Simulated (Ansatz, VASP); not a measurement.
**Two plane-wave programs on SnO2**

```
Sn O
1.0
     4.76482    0.00000    0.00000
     0.00000    4.76482    0.00000
     0.00000    0.00000    3.20750
Sn O
2 4
Direct
  0.50000 0.50000 0.50000
  0.00000 0.00000 0.00000
  0.19403 0.80597 0.50000
  0.80597 0.19403 0.50000
  0.30597 0.30597 0.00000
  0.69403 0.69403 0.00000
```

The cell is a database's computed one.

Alike in both runs: task relaxation of cell and atoms; functional PBE; k mesh 4 × 4 × 6; occupations gaussian, width 0.1 eV; no spin polarisation.

|  | VASP | Ansatz |
| --- | --- | --- |
| version | VASP 6.6.1 | Ansatz 0.2.0 |
| potentials or method | VASP PAW PBE potentials, release 64 (Sn_d, O) | scalar-relativistic, plane waves, PAW |
| plane-wave cutoff (eV) | 600 | 420 |
| valence electrons in the cell | 52 | 52 |

Ansatz gave:

```
gap on the k mesh at the Fermi level, each at its own relaxed structure (eV) : 0.68
relaxed volume (Å³/atom)                                                     : 12.57
relaxed cell length with the largest relative difference (Å)                 : 3.241
energy change over the relaxation (meV/atom)                                 : -9
```

Question: Estimate VASP's values.

Answer: gap on the k mesh at the Fermi level, each at its own relaxed structure (eV): 0.64; relaxed volume (Å³/atom): 12.59; relaxed cell length with the largest relative difference (Å): 3.245; energy change over the relaxation (meV/atom): -10.

Caveats: spin-orbit coupling is left out, which moves the levels of the heavy elements.
